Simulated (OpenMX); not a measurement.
GaAs:

```
CELL_PARAMETERS angstrom
3.60640 0.00000 0.00000
-1.80320 3.12324 0.00000
0.00000 0.00000 3.57319
ATOMIC_POSITIONS crystal
Ga 0.33333 0.66667 0.50000
As 0.00000 0.00000 0.00000
```

The cell was built by a generator and needn't be a form met in nature.

The cell isn't the ideal one: as made, not relaxed: species swapped into the LuTe type (P-6m2, No. 187).

| Item | Value |
| --- | --- |
| Program | OpenMX 3.8.5 |
| Task | relaxation of cell and atoms |
| Functional | LDA |
| Potentials or basis | OpenMX 2013 LDA set, Ga7.0-s2p2d1, As7.0-s3p2d1, grid cutoff 500 Ry |
| k mesh | 7 × 7 × 5 |
| Occupations | fermi-dirac, width 0.05 eV |
| Spin | no spin polarisation |

At the start: pressure -1.8 GPa; volume 20.12 Å³/atom.

Q: How do energy, volume and symmetry change on relaxing?

A: Over 28 steps the energy falls by 85.9 meV/atom and the volume is 20.11 Å³/atom (-0.1 %); space group Amm2 (No. 38, to 0.05 Å).

The path:
| step | energy change (eV) | largest force (eV/Å) | pressure (GPa) | volume (Å³) |
| --- | --- | --- | --- | --- |
| 1 | 0.0000 | 0.0478 | -1.83 | 40.25 |
| 2 | -0.0031 | 0.0468 | -1.72 | 40.19 |
| 3 | -0.0060 | 0.0444 | -1.61 | 40.14 |
| 4 | -0.0087 | 0.0471 | -1.51 | 40.10 |
| 5 | -0.0114 | 0.0496 | -1.42 | 40.06 |
| 6 | -0.0188 | 0.0487 | -1.23 | 39.96 |
| 7 | -0.0283 | 0.0714 | -1.05 | 39.88 |
| 8 | -0.0410 | 0.0573 | -0.90 | 39.82 |
| 9 | -0.0548 | 0.0380 | -0.79 | 39.77 |
| 10 | -0.0813 | 0.0482 | -0.48 | 39.66 |
| 11 | -0.0937 | 0.0657 | -0.30 | 39.61 |
| 12 | -0.1435 | 0.0350 | 0.57 | 39.43 |
| 13 | -0.1654 | 0.1293 | 1.71 | 39.25 |
| 14 | -0.1665 | 0.1077 | 1.42 | 39.37 |
| 15 | -0.1643 | 0.0318 | 0.53 | 39.74 |
| 16 | -0.1657 | 0.1291 | 0.78 | 39.93 |
| 17 | -0.1705 | 0.0664 | 0.48 | 39.90 |
| 18 | -0.1710 | 0.0662 | 0.44 | 39.94 |
| 19 | -0.1711 | 0.0633 | 0.44 | 39.97 |
| 20 | -0.1714 | 0.0256 | -0.02 | 40.26 |
| 21 | -0.1718 | 0.0360 | -0.17 | 40.30 |
| 22 | -0.1719 | 0.0318 | -0.08 | 40.24 |
| 23 | -0.1559 | 0.2332 | 1.26 | 39.36 |
| 24 | -0.1718 | 0.0205 | -0.11 | 40.24 |
| 25 | -0.1717 | 0.0227 | -0.25 | 40.35 |
| 26 | -0.1675 | 0.1288 | -0.98 | 40.85 |
| 27 | -0.1717 | 0.0300 | -0.20 | 40.32 |
| 28 | -0.1718 | 0.0080 | -0.02 | 40.22 |

Final structure:
```cif
data_structure
_symmetry_space_group_name_H-M 'P 1'
_symmetry_Int_Tables_number 1
_cell_length_a 3.7974
_cell_length_b 3.7888
_cell_length_c 3.2118
_cell_angle_alpha 90.002
_cell_angle_beta 89.990
_cell_angle_gamma 119.492
_cell_volume 40.22
loop_
_atom_site_label
_atom_site_type_symbol
_atom_site_fract_x
_atom_site_fract_y
_atom_site_fract_z
_atom_site_occupancy
Ga1 Ga 0.33367 0.67166 0.49981 1
As1 As 0.99817 0.00635 0.99919 1
```

Caveat: the basis has few d functions beyond the semicore shells, which can make volumes several per cent too large; volumes in these bases differ from converged ones by about 1 %, for some elements by several; the energies along the path lack the entropy term of the smearing; the basis of atomic orbitals isn't converged, which shifts pressures, moduli and gaps.
